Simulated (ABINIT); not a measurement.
# InSe (R3m) in ABINIT: settings compared

Aim: see how the results for InSe move with the level of theory and the settings. Levels: PBEsol, PBE, LDA. Tasks: single point.

All numbers are computed with ABINIT 10.8.3 (patched build); they aren't measurements. Logs are shortened: lines on timing, memory, paths and dates and some standing lists are left out, and cuts for length are marked. The log counts tension as positive stress, the text compression.

**Measured values to compare with.**

From “The Interaction of Hydrogen with the van der Waals Crystal γ-InSe”, 2020, pmc:7321205, for a bulk crystal of InSe at 300 K: band gap 1.25 eV.

The runs below are set against these values where they give the same quantity.

## 1. The structure

Symmetry: R3m, No. 160, trigonal system. Conventional cell: a = 4.000 Å, b = 4.000 Å, c = 25.320 Å, α = 90.00°, β = 90.00°, γ = 120.00°. In (site symmetry 3m) is surrounded by 3 Se at 2.63 Å and 1 In at 2.82 Å. In (site symmetry 3m) is surrounded by 3 Se at 2.64 Å and 1 In at 2.82 Å. Se (site symmetry 3m) has 3 In at 2.63 Å as nearest neighbours. Around Se (site symmetry 3m) lie 3 In at 2.64 Å.

## 2. Single point, PBEsol

File run.abi:

```
# Pseudopotentials
pp_dirpath "./"
pseudos "In.upf, Se.upf"

# Structure
acell 16.5355823142 16.5355823142 16.5355823142
rprim
     0.2285648112     0.1319619553     0.9645435031
    -0.2285648112     0.1319619553     0.9645435031
     0.0000000000    -0.2639239105     0.9645435031
ntypat 2
znucl 49 34
natom 4
typat 1 1 2 2
xred
     0.8886000000     0.8886000000     0.8886000000
     0.0000000000     0.0000000000     0.0000000000
     0.1719000000     0.1719000000     0.1719000000
     0.3835000000     0.3835000000     0.3835000000

# Plane-wave basis
ecut 39.0

# k points
kptopt 1
ngkpt 6 6 6
nshiftk 1
shiftk 0.0 0.0 0.0

# Exchange and correlation
ixc -116133

# Bands and occupations
nband 35
occopt 3
tsmear 0.00183747

# SCF cycle
nstep 100
tolvrs 1.0e-10

# Output
iomode 3
prtwf 0
prtden 0
prteig 0
prtebands 0
```

Potentials or basis: PseudoDojo NC SR PBEsol v0.4.1 standard.

Command:

```
mpirun --bind-to none -np 4 abinit run.abi > log 2>&1
```

run.abo:

```text
.Version 10.8.3 of ABINIT
 Symmetries : space group R3 m (#160); Bravais hR (rhombohedral)
================================================================================
 Values of the parameters that define the memory need of the present run
     intxc =       0    ionmov =       0      iscf =       7    lmnmax =       6
     lnmax =       6     mgfft =      96  mpssoang =       3    mqgrid =    3001
     natom =       4  nloc_mem =       1    nspden =       1   nspinor =       1
    nsppol =       1      nsym =       6    n1xccc =    2501    ntypat =       2
    occopt =       3   xclevel =       2
       mpw =        9219          nfft =      884736          nkpt =          32
================================================================================
================================================================================

--------------------------------------------------------------------------------
------------- Echo of variables that govern the present computation ------------
--------------------------------------------------------------------------------
 -outvars: echo values of preprocessed input variables --------
            acell      1.6535582314E+01  1.6535582314E+01  1.6535582314E+01 Bohr
              amu      1.14820000E+02  7.89600000E+01
             ecut      3.90000000E+01 Hartree
              ixc     -116133
         kptrlatt        6    0    0      0    6    0      0    0    6
          kptrlen      4.53534270E+01
            natom           4
            nband          35
            ngfft          96      96      96
             nkpt          32
            nstep         100
             nsym           6
           ntypat           2
           occopt           3
           prtden           0
        prtebands           0
           prteig           0
            prtwf           0
            rprim      2.2856481120E-01  1.3196195530E-01  9.6454350310E-01
                      -2.2856481120E-01  1.3196195530E-01  9.6454350310E-01
                       0.0000000000E+00 -2.6392391050E-01  9.6454350310E-01
          spgroup         160
           tolvrs      1.00000000E-10
           tsmear      1.83747000E-03 Hartree
            typat      1  1  2  2
           xangst     -2.2728615750E-17  7.7754718341E-10  2.2499351984E+01
                       0.0000000000E+00  0.0000000000E+00  0.0000000000E+00
                       2.6997760039E-17  1.5041677894E-10  4.3525079969E+00
                      -1.5492483378E-16  3.3557200399E-10  9.7102199930E+00
            xcart     -4.2950858988E-17  1.4693512266E-09  4.2517613260E+01
                       0.0000000000E+00  0.0000000000E+00  0.0000000000E+00
                       5.1018372487E-17  2.8424651695E-10  8.2250480749E+00
                      -2.9276550595E-16  6.3413918307E-10  1.8349656409E+01
             xred      8.8860000000E-01  8.8860000000E-01  8.8860000000E-01
                       0.0000000000E+00  0.0000000000E+00  0.0000000000E+00
[... 139 lines left out ...]
    2     -0.00000000000000    -0.00000000000000    -0.00555027543987
    3     -0.00000000000000     0.00000000000000    -0.00197025614499
    4     -0.00000000000000     0.00000000000000     0.00162124424441
 frms,max,avg= 2.4514875E-03 5.8992873E-03   0.000E+00  0.000E+00  2.281E-07 h/b

 cartesian forces (eV/Angstrom) at end:
    1      0.00000000000000    -0.00000000000000     0.30335355188829
    2     -0.00000000000000    -0.00000000000000    -0.28540663837457
    3     -0.00000000000000     0.00000000000000    -0.10131464450208
    4     -0.00000000000000     0.00000000000000     0.08336773098836
 frms,max,avg= 1.2606056E-01 3.0335355E-01   0.000E+00  0.000E+00  1.173E-05 e/A
 length scales= 16.535582314200 16.535582314200 16.535582314200 bohr
              =  8.750253323749  8.750253323749  8.750253323749 angstroms
 Fermi (or HOMO) energy (hartree) =   0.14452   Average Vxc (hartree)=  -0.35130
 Eigenvalues (hartree) for nkpt=  32  k points:
 kpt#   1, nband= 35, wtk=  0.00463, kpt=  0.0000  0.0000  0.0000 (reduced coord)
  -1.61019   -1.61019   -1.60991   -1.60991   -1.60851   -1.60851   -1.60830   -1.60830
  -1.60792   -1.60774   -0.40466   -0.39795   -0.39795   -0.39489   -0.39489   -0.39423
  -0.39423   -0.38886   -0.38855   -0.38855   -0.36104   -0.34627   -0.09428    0.01078
   0.08140    0.09046    0.09046    0.09391    0.09391    0.19832    0.21148    0.29863
   0.29863    0.32627    0.33818
      occupation numbers for kpt#   1
   2.00000    2.00000    2.00000    2.00000    2.00000    2.00000    2.00000    2.00000
   2.00000    2.00000    2.00000    2.00000    2.00000    2.00000    2.00000    2.00000
   2.00000    2.00000    2.00000    2.00000    2.00000    2.00000    2.00000    2.00000
   2.00000    2.00000    2.00000    2.00000    2.00000    0.00000    0.00000    0.00000
   0.00000    0.00000    0.00000
 prteigrs : prtvol=0 or 1, do not print more k-points.

--- !EnergyTerms
iteration_state     : {dtset: 1, }
comment             : Components of total free energy in Hartree
kinetic             :  2.40309713388877E+02
hartree             :  1.13948326798609E+02
xc                  : -8.76022348340258E+01
Ewald energy        : -1.97130854249603E+02
psp_core            :  7.98979251022120E+00
local_psp           : -3.17883008390324E+02
non_local_psp       : -1.34515107238135E+02
internal            : -3.74883372014381E+02
'-kT*entropy'       : -5.50177356539404E-06
total_energy        : -3.74883377516154E+02
total_energy_eV     : -1.02010963827900E+04
band_energy         : -4.11172401049011E+01
...

 Cartesian components of stress tensor (hartree/bohr^3)
  sigma(1 1)= -1.46132144E-05  sigma(3 2)= -3.49363146E-13
  sigma(2 2)= -1.46132133E-05  sigma(3 1)=  0.00000000E+00
  sigma(3 3)=  2.30308735E-05  sigma(2 1)=  0.00000000E+00

-Cartesian components of stress tensor (GPa)         [Pressure=  6.0760E-02 GPa]
- sigma(1 1)= -4.29935611E-01  sigma(3 2)= -1.02786186E-08
- sigma(2 2)= -4.29935580E-01  sigma(3 1)=  0.00000000E+00
- sigma(3 3)=  6.77591693E-01  sigma(2 1)=  0.00000000E+00

== END DATASET(S) ==============================================================
================================================================================

 -outvars: echo values of variables after computation  --------
            acell      1.6535582314E+01  1.6535582314E+01  1.6535582314E+01 Bohr
           etotal     -3.7488337752E+02
            fcart      1.7212751301E-18 -1.0486047345E-18  5.8992873404E-03
                      -1.0185220595E-18 -2.5804253131E-18 -5.5502754399E-03
                      -1.4054356559E-19  2.1685321530E-18 -1.9702561450E-03
                      -5.6220950496E-19  1.4604978946E-18  1.6212442444E-03
            rprim      2.2856481120E-01  1.3196195530E-01  9.6454350310E-01
                      -2.2856481120E-01  1.3196195530E-01  9.6454350310E-01
                       0.0000000000E+00 -2.6392391050E-01  9.6454350310E-01
           strten     -1.4613214388E-05 -1.4613213326E-05  2.3030873522E-05
                      -3.4936314609E-13  0.0000000000E+00  0.0000000000E+00
           xangst     -2.2728615750E-17  7.7754718341E-10  2.2499351984E+01
                       0.0000000000E+00  0.0000000000E+00  0.0000000000E+00
                       2.6997760039E-17  1.5041677894E-10  4.3525079969E+00
                      -1.5492483378E-16  3.3557200399E-10  9.7102199930E+00
             xred      8.8860000000E-01  8.8860000000E-01  8.8860000000E-01
                       0.0000000000E+00  0.0000000000E+00  0.0000000000E+00
                       1.7190000000E-01  1.7190000000E-01  1.7190000000E-01
                       3.8350000000E-01  3.8350000000E-01  3.8350000000E-01
 Calculation completed.
```

It took 7.2 min on 4 MPI ranks of Intel Xeon Platinum 8488C (Sapphire Rapids), shared host; peak memory 1.6 GiB.

What came out:

| Quantity | Value |
| --- | --- |
| Free energy | -10201.0964 eV |
| Pressure | 0.1 GPa |
| Largest force | 0.303 eV/Å |
| Band gap on the k mesh | 0.33 eV, direct |
| Valence electrons inside the program's atomic spheres | In 9.89; Se 13.23 |

Forces in eV/Å, atoms in the order of the input:
```
In   0.000  0.000  0.303
In   0.000  0.000 -0.285
Se   0.000  0.000 -0.101
Se   0.000  0.000  0.083
```

Stress tensor (GPa, compression positive):
```
 0.43  0.00  0.00
 0.00  0.43  0.00
 0.00  0.00 -0.68
```

Caveat: spin-orbit coupling is left out, which moves the levels of the heavy elements.

## 3. Single point, PBE

run.abi: that of step 2 with these lines changed.

```diff
@@ -21,3 +21,3 @@
 # Plane-wave basis
-ecut 39.0
+ecut 43.0
 
@@ -30,3 +30,3 @@
 # Exchange and correlation
-ixc -116133
+ixc 11
 
@@ -35,3 +35,3 @@
 occopt 3
-tsmear 0.00183747
+tsmear 0.05 eV
 
@@ -47 +47,2 @@
 prtebands 0
+enunit 1
```

Potentials or basis: PseudoDojo NC SR PBE v0.4.1 standard.

Command:

```
mpirun --bind-to none -np 4 abinit run.abi > log 2>&1
```

It took 9.7 min on 4 MPI ranks of Arm Neoverse V1, shared host; peak memory 1.8 GiB.

Results (log left out):

```yaml
Free_energy: -10216.5149 eV
Pressure: 2.8 GPa
Largest_force: 0.370 eV/Å
Band_gap_on_the_k_mesh: 0.43 eV, direct
Valence_electrons_inside_the_program's_atomic_spheres: In 9.90; Se 13.23, 13.24
```

Forces in eV/Å, atoms in the order of the input:
```
In   0.000  0.000  0.370
In   0.000  0.000 -0.355
Se   0.000  0.000 -0.267
Se   0.000  0.000  0.251
```

Stress tensor (GPa, compression positive):
```
3.29 0.00 0.00
0.00 3.29 0.00
0.00 0.00 1.97
```

Levels at points of the mesh, in eV from the valence-band top:
```tsv
k point	band 27	band 28	band 29	band 30	band 31	band 32
(0.00, 0.00, 0.00)	-1.30	-1.21	-1.21	1.69	2.10	4.40
(0.50, 0.00, 0.00)	-2.34	-2.23	-1.67	1.21	1.96	3.64
(0.50, 0.50, 0.00)	-2.50	-2.05	-1.50	1.18	1.97	3.30
(0.50, 0.50, 0.50)	-1.14	-1.14	0.00	0.43	2.16	4.32
```

Caveat: spin-orbit coupling is left out, which moves the levels of the heavy elements.

## 4. Single point, LDA

File run.abi:

```
pp_dirpath "./"
pseudos "In.upf, Se.upf"

acell 3*1.0
rprim
     3.7794522493     2.1820677735    15.9492884918
    -3.7794522493     2.1820677735    15.9492884918
     0.0000000000    -4.3641355471    15.9492884918
ntypat 2
znucl 49 34
natom 4
typat 1 1 2 2
xcart
     0.0000000000     0.0000000000    42.5176132616
     0.0000000000     0.0000000000     0.0000000000
     0.0000000000     0.0000000000     8.2250480752
     0.0000000000     0.0000000000    18.3496564099

ecut 39.0

kptopt 1
ngkpt 6 6 6
nshiftk 1
shiftk 0.0 0.0 0.0

ixc 7

nband 35
occopt 3
tsmear 0.00183747

nstep 100
tolvrs 1.0e-10

iomode 3
prtwf 0
prtden 0
prteig 0
prtebands 0
```

Potentials or basis: PseudoDojo NC SR LDA v0.4.1 standard.

Command:

```
mpirun --bind-to none -np 4 abinit run.abi > log 2>&1
```

run.abo:

```text
.Version 10.8.3 of ABINIT
 Symmetries : space group R3 m (#160); Bravais hR (rhombohedral)
================================================================================
 Values of the parameters that define the memory need of the present run
     intxc =       0    ionmov =       0      iscf =       7    lmnmax =       6
     lnmax =       6     mgfft =      96  mpssoang =       3    mqgrid =    3001
     natom =       4  nloc_mem =       1    nspden =       1   nspinor =       1
    nsppol =       1      nsym =       6    n1xccc =    2501    ntypat =       2
    occopt =       3   xclevel =       1
       mpw =        9219          nfft =      884736          nkpt =          32
================================================================================
================================================================================

--------------------------------------------------------------------------------
------------- Echo of variables that govern the present computation ------------
[... 238 lines left out ...]
            acell      1.0000000000E+00  1.0000000000E+00  1.0000000000E+00 Bohr
           etotal     -3.7492882796E+02
            fcart      1.6353422004E-18  3.3836290283E-19  4.5883181746E-03
                      -1.1576674892E-19 -4.4701743710E-19 -4.2551331457E-03
                      -9.5844999251E-19 -2.1667077533E-19  1.3409988782E-03
                      -5.6112545899E-19  3.2532530960E-19 -1.6741839072E-03
            rprim      3.7794522493E+00  2.1820677735E+00  1.5949288492E+01
                      -3.7794522493E+00  2.1820677735E+00  1.5949288492E+01
                       0.0000000000E+00 -4.3641355471E+00  1.5949288492E+01
           strten      4.3617020606E-05  4.3617020508E-05  8.9782652489E-05
                       2.0960634187E-14  0.0000000000E+00  0.0000000000E+00
           xangst     -3.5749560412E-17  1.4064701004E-16  2.2499351985E+01
                       4.5413513264E-28  4.7022847527E-11  1.9925948235E-27
                      -2.3614724906E-17  3.7926280034E-11  4.3525079970E+00
                      -3.7989810433E-17  2.6728765684E-11  9.7102199934E+00
             xred      8.8860000001E-01  8.8860000001E-01  8.8859999999E-01
                       6.7871634239E-12  6.7871634239E-12 -1.3574326848E-11
                       1.7190000001E-01  1.7190000001E-01  1.7189999999E-01
                       3.8350000001E-01  3.8350000001E-01  3.8349999999E-01
 Calculation completed.
```

Run time: 7.7 min. Hardware: 4 MPI ranks of Arm Neoverse V1, shared host; peak memory 1.3 GiB.

Results:

| Item | Value |
| --- | --- |
| Free energy | -10202.3332 eV |
| Pressure | -1.7 GPa |
| Largest force | 0.236 eV/Å |
| Band gap on the k mesh | 0.21 eV, direct |
| Valence electrons inside the program's atomic spheres | In 9.90; Se 13.24 |

Forces in eV/Å, atoms in the order of the input:
```
In   0.000  0.000  0.236
In   0.000  0.000 -0.219
Se   0.000  0.000  0.069
Se   0.000  0.000 -0.086
```

Caveat: spin-orbit coupling is left out, which moves the levels of the heavy elements.

## 5. Single point, LDA

File run.abi:

```
pp_dirpath "./"
pseudos "In.upf, Se.upf"

acell 8.7502533297 8.7502533297 8.7502533297 Angstrom
rprim
     0.2285648112     0.1319619553     0.9645435031
    -0.2285648112     0.1319619553     0.9645435031
     0.0000000000    -0.2639239105     0.9645435031
ntypat 2
znucl 49 34
natom 4
typat 1 1 2 2
xcart
     0.0000000000     0.0000000000    42.5176132616
     0.0000000000     0.0000000000     0.0000000000
     0.0000000000     0.0000000000     8.2250480752
     0.0000000000     0.0000000000    18.3496564099

ecut 39.0

kptopt 1
ngkpt 6 6 6
nshiftk 1
shiftk 0.0 0.0 0.0

ixc 7

nband 35
occopt 3
tsmear 0.05 eV

nstep 100
tolvrs 1.0e-10

iomode 3
prtwf 0
prteig 0
prtebands 0
enunit 1
prtden 1
prtvha 1
prtvclmb 1
prtpot 1
prtelf 1
```

Command:

```
mpirun --bind-to none -np 4 abinit run.abi > log 2>&1
```

Run time: 6.5 min. Hardware: 4 MPI ranks of Arm Neoverse V2, shared host; peak memory 1.3 GiB.

The run converged. Its results:

```
Free energy                                           : -10202.3332 eV
Pressure                                              : -1.7 GPa
Largest force                                         : 0.236 eV/Å
Band gap on the k mesh                                : 0.21 eV, direct
Valence electrons inside the program's atomic spheres : In 9.90; Se 13.24
```

Forces on the atoms (eV/Å):
```
In   0.000  0.000  0.236
In   0.000  0.000 -0.219
Se   0.000  0.000  0.069
Se   0.000  0.000 -0.086
```

Stress tensor (GPa, compression positive):
```
-1.28  0.00  0.00
 0.00 -1.28  0.00
 0.00  0.00 -2.64
```

Levels at points of the mesh, in eV from the valence-band top:
| k point | band 26 | band 27 | band 28 | band 29 | band 30 | band 31 | band 32 | band 33 |
| --- | --- | --- | --- | --- | --- | --- | --- | --- |
| (0.00, 0.00, 0.00) | -1.30 | -1.30 | -1.20 | -1.20 | 1.56 | 1.91 | 4.31 | 4.31 |
| (0.50, 0.00, 0.00) | -2.41 | -2.34 | -2.24 | -1.70 | 1.09 | 1.84 | 3.52 | 3.88 |
| (0.50, 0.50, 0.00) | -2.67 | -2.51 | -2.05 | -1.53 | 1.02 | 1.88 | 3.18 | 3.51 |
| (0.50, 0.50, 0.50) | -1.37 | -1.13 | -1.13 | 0.00 | 0.21 | 1.99 | 4.23 | 4.23 |

Caveat: spin-orbit coupling is left out, which moves the levels of the heavy elements.

## 6. The runs side by side

```tsv
level	potentials or basis	cutoff (eV)	gap on the mesh (eV)	pressure (GPa)	largest force (eV/Å)
PBEsol	PseudoDojo NC SR PBEsol v0.4.1 standard	1061	0.33	0.1	0.30
PBE	PseudoDojo NC SR PBE v0.4.1 standard	1170	0.43	2.8	0.37
LDA	PseudoDojo NC SR LDA v0.4.1 standard	1061	0.21	-1.7	0.24
```

Alike in all rows: task single point; no spin polarisation; cell as given; k mesh 6 × 6 × 6; smearing fermi-dirac 0.05 eV.

Caveats: spin-orbit coupling is left out, which moves the levels of the heavy elements.

Absolute energies hang on the potentials; compare differences alone.

## 7. How close it comes

Step 2. Measured gap of InSe: 1.25 eV (300 K; “The Interaction of Hydrogen with the van der Waals Crystal γ-InSe”, 2020, pmc:7321205). This calculation gives 0.33 eV (-0.92 eV). Spin-orbit coupling on In, Se is left out. The value is that of PBEsol on a finite k mesh, which can miss the band edges, without temperature or zero-point motion. Semilocal functionals fall short of measured gaps as a rule.

Step 3. Measured gap of InSe: 1.25 eV (300 K; “The Interaction of Hydrogen with the van der Waals Crystal γ-InSe”, 2020, pmc:7321205). This calculation gives 0.43 eV (-0.82 eV). Spin-orbit coupling on In, Se is left out. The value is that of PBE on a finite k mesh, which can miss the band edges, without temperature or zero-point motion. Semilocal functionals fall short of measured gaps as a rule.

Step 4. Against the measured gap of InSe, 1.25 eV (300 K; “The Interaction of Hydrogen with the van der Waals Crystal γ-InSe”, 2020, pmc:7321205), the calculated 0.21 eV is off by -1.04 eV. So large a miss can be the level of theory's own, or it may mean another phase, state or a wrong row. Spin-orbit coupling on In, Se is left out. The value is that of LDA on a finite k mesh, which can miss the band edges, without temperature or zero-point motion. Semilocal functionals fall short of measured gaps as a rule.

Step 5. Against the measured gap of InSe, 1.25 eV (300 K; “The Interaction of Hydrogen with the van der Waals Crystal γ-InSe”, 2020, pmc:7321205), the calculated 0.21 eV is off by -1.04 eV. So large a miss can be the level of theory's own, or it may mean another phase, state or a wrong row. Spin-orbit coupling on In, Se is left out. The value is that of LDA on a finite k mesh, which can miss the band edges, without temperature or zero-point motion. Semilocal functionals fall short of measured gaps as a rule.
